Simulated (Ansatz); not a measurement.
# KCl (Pm-3m) in Ansatz: further runs

One crystal, KCl, is run at these levels: PBE0; tasks: single point, equation of state.

All numbers are computed with Ansatz 0.2.0; they aren't measurements. Logs are shortened: lines on timing, memory, paths and dates and some standing lists are left out, and cuts for length are marked.

## 1. Starting point

The structure is cubic, space group Pm-3m (No. 221). The conventional cell has a = 3.839 Å, b = 3.839 Å, c = 3.839 Å, α = 90.00°, β = 90.00°, γ = 90.00°. Around K (site symmetry m-3m) lie 8 Cl at 3.32 Å. Cl (site symmetry m-3m) has 8 K at 3.32 Å as nearest neighbours.

Measurements of this composition are mostly on another form, of space group No. 225.

## 2. Single point, PBE0, 26.60 Å³/atom (volume scaled by 0.94)

Contents of input:

```
crystal:
  lattice:
    - [3.7608230702, 0.0, 0.0]
    - [0.0, 3.7608230702, 0.0]
    - [0.0, 0.0, 3.7608230702]
  atoms:
    - { symbol: K, position: [0.0, 0.0, 0.0] }
    - { symbol: Cl, position: [0.5, 0.5, 0.5] }
hamiltonian:
  xc: pbe0
  pseudopotentials: { kind: paw }
kpoints:
  mp_grid: { grid: [4, 4, 4] }
scf:
  occupations: { method: fermi_dirac, width: 0.05 }
output:
  forces: true
  stress: true
  eigenvalues: true
  write_density: true
  write_potential: true
  elf: true
  volumetric_format: npy
```

Potentials or basis: Ansatz PAW.

The program printed:

```text
Warning: output.stress: scf.convergence.dr2_threshold = 1e-7 eV (the SCF's general default) is looser than the 2e-10 eV advised for a printed stress (1e-10 eV for each atom of the cell: 2). What an SCF threshold leaves in a stress goes as its square root, and in the free energy as the threshold itself, and one threshold admits the most on a small cell: of the crystals measured, under no hybrid functional and no lock of the moments, on runs that ended without the residual-converged pass, on stresses that held no estimate of that error, the worst erred by over 100 MPa in a component at 1e-7 eV an atom and by under 5 at 1e-10. Set scf.convergence.dr2_threshold to 2e-10 eV or tighter. The threshold is an SCF's pass mark: one that does not reach it within its budget of iterations ends unconverged, or closes short of it on a stop that the run arms, and scf.convergence.dr2_threshold's page says what that costs each kind of run
Warning: output.stress: scf.exx.energy_threshold = 1e-6 eV is looser than the 2e-8 eV advised for a stress under a hybrid functional (1e-8 eV for each atom of the cell: 2). Every SCF of the exchange loop can meet its threshold on dr2 while the loop round them stops early: no threshold on dr2 bounds what that leaves in the stress. Set scf.exx.energy_threshold to 2e-8 eV or tighter. The threshold is the loop's pass mark: a loop that does not reach it within its budget of cycles ends unconverged, and scf.exx.energy_threshold's page has the law
GPUs: using 1 of 1 available (devices: 1).
Engine: ansatz 0.2.0, x86_64-unknown-linux-gnu
Pseudopotentials: kind: paw
Pseudopotential: K, paw, valence charge 9, recommended cutoff 420 eV (normal), K.paw.azcp
Pseudopotential: Cl, paw, valence charge 7, recommended cutoff 420 eV (normal), Cl.paw.azcp
Functional definition: PBE0
  parameter a = 0.25
  parameter kappa = 0.804
  parameter beta = 0.06672455060314922
  exchange = (1 - a)*pbe_x(kappa = kappa, mu = beta*pi^2/3) + a*exact_x
  correlation = pbe_c(beta = beta)
device memory: the entry about to start is reckoned to put 0.5 GiB on a device that reports 67.9 GiB free (of which the cap on the GPU budget leaves the run 18.0 GiB)
GPU FFT provider: cuFFT
GPU libraries: cuBLAS 13.8.2, cuFFT 12.4.0, cuSOLVER 12.3.4
Crystal: 2 atoms, lattice volume = 53.192 Å³
Basis set: ecut = 420 eV, 1021 PW (Γ), exchange–correlation on 54×54×54 points (8 copies of the dense FFT grid, shifted against one another)
Bands: 12, of which v1, the nominal top of the filled ones, is band 8 counted from 1 (7 counted from 0)
Symmetry: 48 space group operations
Space group: Pm-3m (ITA 221), of the structure as read, at distance tolerance 3.8e-5 Å
k-points: 10 of 64
Non-local potential: K, projectors of the file, l = 0: 3, l = 1: 2, l = 2: 2
Non-local potential: Cl, projectors of the file, l = 0: 2, l = 1: 2, l = 2: 2
PAW form: soft (Blöchl's): semilocal exchange-correlation on the pseudo side does not see the compensation charge
PAW frozen core: K, regenerated for the run's functional, and the local potential with it (the file was generated under x = pbe(κ = 0.804, μ = 0.2195149727645171), c = pbe(β = 0.06672455060314922))
PAW frozen core: Cl, regenerated for the run's functional, and the local potential with it (the file was generated under x = pbe(κ = 0.804, μ = 0.2195149727645171), c = pbe(β = 0.06672455060314922))
PAW one-centre angular grid: K, 110 points (default); XC on 64 Gauss nodes
PAW one-centre angular grid: Cl, 110 points (default); XC on 64 Gauss nodes
Initial density: superposition of atomic densities (neutral atoms: chi_scale 0, normalization atom), corrected by the library's trained network
Initial wavefunctions: pseudopotential atomic-orbital guess
GPU buffer pool allocated for 19683 grid points (all kernels)
GPU transforms: local potential and band sums: pruned to the plane-wave sphere, on 25×25×25
Functional: x = pbe(κ = 0.804, μ = 0.2195149727645171), c = pbe(β = 0.06672455060314922), warm-up for x = 0.75 pbe(κ = 0.804, μ = 0.2195149727645171) + 0.25 exact, c = pbe(β = 0.06672455060314922)
SCF iter   1: F=—  HF=-2621.054362 eV  |F-HF|=—  |Δ(HF+E_count)|=         —  Δρ=8.83e-4  dr2=5.53e-4  ethr=1.77e-3  ⟨swp⟩=2.0  Hψ=882  notcnv=0
preconditioner: auto → none  [insulator: Δε(μ)=5.047 eV  Ē_g=15.386 eV  σ=0.050 eV  W_gap=1.00  n_scr=6 (ndim 8)  ℏωp=19.1 eV  f_vac=0.004  D(μ)=0.00/eV (n_scr^D=0)]
iter 2 solved again at ethr=7.52e-8 eV; its pass at ethr=3.46e-6 eV (dr2=1.20e-5 eV) is discarded
SCF iter   2: F=-2621.054178 eV  HF=-2621.054186 eV  |F-HF|=7.42e-6  |Δ(HF+E_count)|=   1.76e-4  Δρ=1.63e-4  dr2=1.21e-5  ethr=7.52e-8  ⟨swp⟩=3.6  Hψ=546  notcnv=0
SCF 1 stopped early in 2 iterations: F = -2621.054178 eV  dr2 = 1.21e-5
device memory: the entry about to start is reckoned to put 1.2 GiB on a device that reports 67.9 GiB free (of which the cap on the GPU budget leaves the run 18.0 GiB)
GPU FFT provider: cuFFT
GPU libraries: cuBLAS 13.8.2, cuFFT 12.4.0, cuSOLVER 12.3.4
Initial density: handed on by an earlier stage of this run
Initial wavefunctions: those handed on with the density
GPU buffer pool allocated for 19683 grid points (all kernels)
GPU transforms: local potential and band sums: pruned to the plane-wave sphere, on 25×25×25
Functional: x = 0.75 pbe(κ = 0.804, μ = 0.2195149727645171) + 0.25 exact, c = pbe(β = 0.06672455060314922)
Exchange kernel: α = 0.2500, full range, Wigner–Seitz truncation, v(0) = 7755.8368 eV·Å³, q-mesh 4×4×4, nearest image of the exchange supercell L = 15.04 Å, pair-density grid 18×18×18, without the augmentation charges, whose exchange is taken in its separable form by FFT convolution over the k-point mesh (sized by the pseudopotential files, 25×25×25 at the most), smooth part of the exact exchange by density-matrix convolution in up to 1.04 GiB of GPU memory as planned if the GPU has room (build and FFT work areas not counted)
Frozen-core exchange: fock
SCF iter   1: F=—  HF=-2623.182571 eV  |F-HF|=—  |Δ(HF+E_count)|=         —  Δρ=2.83e-3  dr2=2.89e-3  ethr=7.56e-7  ⟨swp⟩=9.2  Hψ=674  notcnv=0
preconditioner: auto → none  [insulator: Δε(μ)=7.137 eV  Ē_g=18.249 eV  σ=0.050 eV  W_gap=1.00  n_scr=6 (ndim 8)  ℏωp=19.1 eV  f_vac=0.004  D(μ)=0.00/eV (n_scr^D=0)]
SCF iter   2: F=—  HF=-2623.181656 eV  |F-HF|=—  |Δ(HF+E_count)|=   9.15e-4  Δρ=1.28e-3  dr2=6.84e-4  ethr=7.56e-7  ⟨swp⟩=3.6  Hψ=292  notcnv=0
SCF iter   3: F=—  HF=-2623.183865 eV  |F-HF|=—  |Δ(HF+E_count)|=   2.21e-3  Δρ=4.02e-4  dr2=1.34e-4  ethr=7.56e-7  ⟨swp⟩=4.3  Hψ=338  notcnv=0
SCF iter   4: F=—  HF=-2623.183826 eV  |F-HF|=—  |Δ(HF+E_count)|=   3.83e-5  Δρ=6.53e-5  dr2=5.12e-6  ethr=7.56e-7  ⟨swp⟩=3.0  Hψ=233  notcnv=0
SCF iter   5: F=-2623.183863 eV  HF=-2623.183864 eV  |F-HF|=8.08e-7  |Δ(HF+E_count)|=   3.74e-5  Δρ=4.28e-5  dr2=1.91e-6  ethr=6.99e-9  ⟨swp⟩=5.2  Hψ=424  notcnv=0
SCF 2 stopped early in 5 iterations: F = -2623.183863 eV  dr2 = 1.91e-6
hybrid outer 1: dexx = +2.662e-3 eV, tail = 8.91e-6 eV
GPU FFT provider: cuFFT
GPU libraries: cuBLAS 13.8.2, cuFFT 12.4.0, cuSOLVER 12.3.4
GPU buffer pool allocated for 19683 grid points (all kernels)
GPU transforms: local potential and band sums: pruned to the plane-wave sphere, on 25×25×25
Exchange kernel: α = 0.2500, full range, Wigner–Seitz truncation, v(0) = 7755.8368 eV·Å³, q-mesh 4×4×4, nearest image of the exchange supercell L = 15.04 Å, pair-density grid 18×18×18, without the augmentation charges, whose exchange is taken in its separable form by FFT convolution over the k-point mesh (sized by the pseudopotential files, 25×25×25 at the most), smooth part of the exact exchange by density-matrix convolution in up to 1.04 GiB of GPU memory as planned if the GPU has room (build and FFT work areas not counted)
Frozen-core exchange: fock
SCF iter   1: F=—  HF=-2623.183897 eV  |F-HF|=—  |Δ(HF+E_count)|=         —  Δρ=3.87e-5  dr2=3.32e-7  ethr=2.78e-7  ⟨swp⟩=4.3  Hψ=302  notcnv=0
preconditioner: auto → none  [insulator: Δε(μ)=7.135 eV  Ē_g=18.254 eV  σ=0.050 eV  W_gap=1.00  n_scr=6 (ndim 8)  ℏωp=19.1 eV  f_vac=0.007  D(μ)=0.00/eV (n_scr^D=0)]
SCF iter   2: F=—  HF=-2623.183897 eV  |F-HF|=—  |Δ(HF+E_count)|=   6.81e-8  Δρ=1.49e-5  dr2=3.53e-8  ethr=2.05e-9  ⟨swp⟩=3.3  Hψ=244  notcnv=0
SCF iter   3: F=-2623.183897 eV  HF=-2623.183897 eV  |F-HF|=6.18e-11  |Δ(HF+E_count)|=   7.06e-9  Δρ=1.31e-6  dr2=8.13e-9  ethr=1.92e-10  ⟨swp⟩=3.2  Hψ=244  notcnv=0
SCF 3 converged in 3 iterations: F = -2623.183897 eV  dr2 = 8.13e-9
  Residual-converged pass: ⟨swp⟩=3.0  Hψ=245  notcnv=0  max |occ|·‖R‖ = 2.3e-6 eV (tolerance 2.4e-6 eV)  dr2=8.20e-9  dr2_onsite=4.02e-11  max |Δocc| = 0.0e0
hybrid outer 2: dexx = +9.888e-8 eV, tail = 1.98e-8 eV, Δε = 2.56e-3 eV (about 1.57e-4 eV left of the loop's levels)
hybrid SCF converged: 2 outer / 8 inner (+2 warm-up), last move |dexx| = 9.89e-8 eV, tail = 1.98e-8 eV
Stability not checked: this state was not tested for a lower state beside it, because the functional holds exact exchange (a hybrid, or Hartree-Fock), whose exchange loop this test does not read (fock_operator; see scf.lower_state_search)
Free energy (F): -2623.183897 eV
Frozen-core exchange: fock
Harris-Foulkes:  -2623.183897 eV  (|F-HF|=6.18e-11)
Internal energy: -2623.183897 eV  (E = F + TS)
E sigma→0 (E₀):  -2623.183897 eV
Fermi energy:    4.893591 eV
--- Per-component energies (eV) ---
  E_band       = -145.481885
  E_kinetic    = 416.427071
  E_local      = -732.755341  (includes V_loc(G=0)·N_el)
  E_nonlocal   = 40.898929
  E_hartree    = 238.709577
  E_xc         = -187.424118
  E_vxc        = -222.148926  (∫ρ·V_xc dr)
  E_exx        = -46.136623  (= α·E_x^exact, valence–valence)
  E_paw        = -1453.089823  (= ΣΔE_a)
  E_vpaw       = -33.048847  (= ΣTr[D̂ρ^β])
  E_aug_tail   = 0.000087  (compensation charges beyond the density's cutoff)
  E_ewald      = -899.575278
  E_core_change = -0.238380  (= ΣΔE_core)
  E_smearing   = -0.000000  (= −TS)
  E_closure    = 0.000003  (closes the sum)
  Σ components = -2623.183897   (vs F -2623.183897, Δ=0.00e0)
--- Forces (eV/Å), atoms counted from 1 ---
  atom   1  K      0.00000000    -0.00000000     0.00000000
  atom   2  Cl     0.00000000     0.00000000     0.00000000
  max |Σ_I F_I| component: 1.34e-29 eV/Å
--- Stress (GPa, compression-positive) ---
        0.768633       0.000000       0.000000
        0.000000       0.768633       0.000000
        0.000000       0.000000       0.768633
  P = ⅓ Tr σ = 0.7686 GPa (7.686 kbar)
--- Band table (eV; the first three rows and the last of 10) ---
  k-point 0: bands = ["-28.7864", "-12.6222", "-10.7927", "-10.7927", "-10.7927", "1.0559", "1.0559", "1.0559", "8.4241", "9.9824", "9.9824", "14.7057"]
  k-point 1: bands = ["-28.7734", "-12.6880", "-10.7719", "-10.7719", "-10.7401", "0.0315", "1.0468", "1.0468", "9.7284", "10.5483", "11.2593", "14.5298"]
  k-point 2: bands = ["-28.7603", "-12.7612", "-10.7509", "-10.7509", "-10.6698", "-0.7812", "1.0363", "1.0363", "11.4367", "11.6107", "12.2041", "13.5540"]
  k-point 9: bands = ["-28.7140", "-12.1072", "-10.9984", "-10.9984", "-10.9984", "-0.2895", "-0.2895", "-0.2895", "12.4163", "12.4163", "12.4163", "14.0203"]
```

It took 7 s on 1 × NVIDIA H100 80GB HBM3 with 2 threads of AMD EPYC 7R13 (Zen 3), shared host; peak memory 1.3 GiB.

What came out:

```yaml
Free_energy: -2623.1839 eV
Pressure: 0.8 GPa
Band_gap_on_the_k_mesh: 7.13 eV, indirect (least direct gap 7.37 eV)
```

Caveat: the PAW data sets come from PBE, with cores solved anew for the run's functional, which leaves a small shift of forces and pressure; the thresholds are loose for stress.

## 3. Single point, PBE0, 27.16 Å³/atom (volume scaled by 0.96)

Contents of input:

```
crystal:
  lattice:
    - [3.7873086124, 0.0, 0.0]
    - [0.0, 3.7873086124, 0.0]
    - [0.0, 0.0, 3.7873086124]
  atoms:
    - { symbol: K, position: [0.0, 0.0, 0.0] }
    - { symbol: Cl, position: [0.5, 0.5, 0.5] }
hamiltonian:
  xc: pbe0
  pseudopotentials: { kind: paw }
kpoints:
  mp_grid: { grid: [4, 4, 4] }
scf:
  occupations: { method: fermi_dirac, width: 0.05 }
output:
  forces: true
  stress: true
  eigenvalues: true
```

Potentials or basis: Ansatz PAW.

Wall time 6.8 s (1 × NVIDIA H100 80GB HBM3 with 2 threads of AMD EPYC 7R13 (Zen 3), shared host); peak memory 1.3 GiB.

The run converged. Its results:

```
Free energy            : -2623.1876 eV
Pressure               : 0.3 GPa
Band gap on the k mesh : 7.03 eV, indirect (least direct gap 7.26 eV)
```

Caveat: the PAW data sets come from PBE, with cores solved anew for the run's functional, which leaves a small shift of forces and pressure; the thresholds are loose for stress.

## 4. Single point, PBE0, 27.73 Å³/atom (volume scaled by 0.98)

input, as its differences from that of step 3:

```diff
@@ -2,5 +2,5 @@
   lattice:
-    - [3.7873086124, 0.0, 0.0]
-    - [0.0, 3.7873086124, 0.0]
-    - [0.0, 0.0, 3.7873086124]
+    - [3.8134288075, 0.0, 0.0]
+    - [0.0, 3.8134288075, 0.0]
+    - [0.0, 0.0, 3.8134288075]
   atoms:
```

It took 6 s on 1 × NVIDIA H100 80GB HBM3 with 2 threads of AMD EPYC 7R13 (Zen 3), shared host; peak memory 1.3 GiB.

Results (log left out):

* Free energy: -2623.1881 eV
* Pressure: -0.1 GPa
* Band gap on the k mesh: 6.94 eV, indirect (least direct gap 7.16 eV)

Caveat: the PAW data sets come from PBE, with cores solved anew for the run's functional, which leaves a small shift of forces and pressure; the thresholds are loose for stress.

## 5. Single point, PBE0, 28.29 Å³/atom

input, as its differences from that of step 4:

```diff
@@ -2,5 +2,5 @@
   lattice:
-    - [3.8134288075, 0.0, 0.0]
-    - [0.0, 3.8134288075, 0.0]
-    - [0.0, 0.0, 3.8134288075]
+    - [3.839196, 0.0, 0.0]
+    - [0.0, 3.839196, 0.0]
+    - [0.0, 0.0, 3.839196]
   atoms:
```

It took 7.2 s on 1 × NVIDIA H100 80GB HBM3 with 2 threads of AMD EPYC 7R13 (Zen 3), shared host; peak memory 1.3 GiB.

Results (log left out):

```
Free energy            : -2623.1859 eV
Pressure               : -0.5 GPa
Band gap on the k mesh : 6.85 eV, indirect (least direct gap 7.07 eV)
```

Caveat: the PAW data sets come from PBE, with cores solved anew for the run's functional, which leaves a small shift of forces and pressure; the thresholds are loose for stress.

## 6. Single point, PBE0, 28.86 Å³/atom (volume scaled by 1.02)

input, as its differences from that of step 5:

```diff
@@ -2,5 +2,5 @@
   lattice:
-    - [3.839196, 0.0, 0.0]
-    - [0.0, 3.839196, 0.0]
-    - [0.0, 0.0, 3.839196]
+    - [3.8646218801, 0.0, 0.0]
+    - [0.0, 3.8646218801, 0.0]
+    - [0.0, 0.0, 3.8646218801]
   atoms:
```

Potentials or basis: Ansatz PAW.

Wall time 7.1 s (1 × NVIDIA H100 80GB HBM3 with 2 threads of AMD EPYC 7R13 (Zen 3), shared host); peak memory 1.3 GiB.

The run converged. Its results:

- Free energy: -2623.1811 eV
- Pressure: -0.8 GPa
- Band gap on the k mesh: 6.76 eV, indirect (least direct gap 6.98 eV)

Caveat: the PAW data sets come from PBE, with cores solved anew for the run's functional, which leaves a small shift of forces and pressure; the thresholds are loose for stress.

## 7. Single point, PBE0, 29.43 Å³/atom (volume scaled by 1.04)

input, as its differences from that of step 6:

```diff
@@ -2,5 +2,5 @@
   lattice:
-    - [3.8646218801, 0.0, 0.0]
-    - [0.0, 3.8646218801, 0.0]
-    - [0.0, 0.0, 3.8646218801]
+    - [3.8897175305, 0.0, 0.0]
+    - [0.0, 3.8897175305, 0.0]
+    - [0.0, 0.0, 3.8897175305]
   atoms:
```

Wall time 7 s (1 × NVIDIA H100 80GB HBM3 with 2 threads of AMD EPYC 7R13 (Zen 3), shared host); peak memory 1.3 GiB.

It converged, with:

| Quantity | Value |
| --- | --- |
| Free energy | -2623.1742 eV |
| Pressure | -1.1 GPa |
| Band gap on the k mesh | 6.68 eV, indirect (least direct gap 6.89 eV) |

Caveat: the PAW data sets come from PBE, with cores solved anew for the run's functional, which leaves a small shift of forces and pressure; the thresholds are loose for stress.

## 8. Single point, PBE0, 29.99 Å³/atom (volume scaled by 1.06)

input, as its differences from that of step 7:

```diff
@@ -2,5 +2,5 @@
   lattice:
-    - [3.8897175305, 0.0, 0.0]
-    - [0.0, 3.8897175305, 0.0]
-    - [0.0, 0.0, 3.8897175305]
+    - [3.9144934694, 0.0, 0.0]
+    - [0.0, 3.9144934694, 0.0]
+    - [0.0, 0.0, 3.9144934694]
   atoms:
```

Wall time 7 s (1 × NVIDIA H100 80GB HBM3 with 2 threads of AMD EPYC 7R13 (Zen 3), shared host); peak memory 1.3 GiB.

Results (log left out):

```
Free energy            : -2623.1653 eV
Pressure               : -1.4 GPa
Band gap on the k mesh : 6.60 eV, indirect (least direct gap 6.81 eV)
```

Caveat: the PAW data sets come from PBE, with cores solved anew for the run's functional, which leaves a small shift of forces and pressure; the thresholds are loose for stress.

## 9. Equation of state, PBE0

Potentials or basis: Ansatz PAW.

This step only gathers the single runs of the series.

What came out:

- Equilibrium volume: 27.55 Å³/atom
- Bulk modulus: 20 GPa
- Pressure derivative of the bulk modulus: 4.8

Energy against volume, from the lowest point:
```tsv
volume (Å³/atom)	energy (meV/atom)
26.596	2.12
27.162	0.27
27.728	0.00
28.294	1.13
28.860	3.50
29.426	6.98
29.991	11.42
```

Caveat: the k mesh is coarse (spacing up to 0.41 Å⁻¹), so the values aren't converged, least of all with exact exchange; the PAW data sets were made with another functional, which shifts forces and pressure a little.
